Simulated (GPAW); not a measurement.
Runs of GPAW 26.7.0 on Hf. Symmetry: P6_3/mmc, No. 194, hexagonal system. The conventional cell has a = 3.197 Å, b = 3.197 Å, c = 5.058 Å, α = 90.00°, β = 90.00°, γ = 120.00°. Hf (site symmetry -6m2) is surrounded by 12 Hf at 3.13 to 3.20 Å. 

| task | level | potentials or basis | spin | cell | k mesh | maxiter | fermi k mesh | eigensolver | band path | band points | other keys | gap on the mesh (eV) | pressure (GPa) |
| --- | --- | --- | --- | --- | --- | --- | --- | --- | --- | --- | --- | --- | --- |
| Fermi surface | OLYP | PAW data sets generated in the run's folder for this functional, pw | off | as given | 10 × 10 × 5 | 60 | 16 × 16 × 8 | davidson niter=4 | - | - | several, not listed | none | (a) |
| band structure | TASK | GPAW PAW data sets (gpaw-data 1.2.1), pw | SOC, no magnetisation | as given | 7 × 7 × 4 | 150 | - | - | GMKGALHA,LM,KH | 60 | - | - | 5.1 |
| relaxation of cell and atoms | r2SCAN+D4 | GPAW PAW data sets (gpaw-data 1.2.1), pw | off | relaxed | 7 × 7 × 4 | 150 | - | - | - | - | - | none | 0.0 |
| relaxation of cell and atoms | BP86+D3(BJ) | PAW data sets generated in the run's folder for this functional, pw | off | relaxed to 2 GPa | 7 × 7 × 4 | 150 | - | - | - | - | - | none | 2.0 |

Alike in all rows: cutoff (eV) 600; smearing fermi-dirac 0.05 eV.

Task: Fill in the values left out.

Result: (a) 0.9.

Caveats: the PAW data sets were made with another functional, which shifts forces and pressure a little (some runs); later steps reuse the first step's grids (some runs); pairwise dispersion overbinds metals, which lowers pressure and volume (some runs); spin-orbit coupling was added after a scalar SCF, so levels and gaps hold it while energy, forces, pressure and moments don't (some runs); this program's spin-orbit splittings come out too wide for heavy elements (some runs).

A k mesh can miss the band edges, and rows without SOC leave out spin-orbit coupling on Hf.

A gap of «none» marks a metal or a gap under the smearing width.

Runs at the PBE level aren't shown here.
